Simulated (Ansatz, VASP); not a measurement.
## One calculation of S, two programs

```
S
1.0
     0.00000    1.97720    1.97720
     1.97720    0.00000    1.97720
     1.97720    1.97720    0.00000
S
1
Direct
  0.00000 0.00000 0.00000
```

Change from the starting cell: volume scaled by 0.975, PAW files.

Alike in both runs: task electric field gradients; functional PBE; k mesh 16 × 16 × 16; occupations fermi-dirac, width 0.03 eV; no spin polarisation.

```csv
,VASP,Ansatz
version,VASP 6.6.1,Ansatz 0.2.0
potentials or method,"VASP PAW PBE potentials, release 64 (S)","PAW with Ansatz's default frozen-core files, scalar-relativistic"
plane-wave cutoff (eV),520,420
valence electrons in the cell,6,6
```

|  | VASP | Ansatz | Ansatz less VASP |
| --- | --- | --- | --- |
| pressure (GPa) | 2.0 | 2.2 | +0.17 |
| Vzz of the field gradient on the site that differs most (V/Å²) | 0.0 | 0.0 | 0.00 |
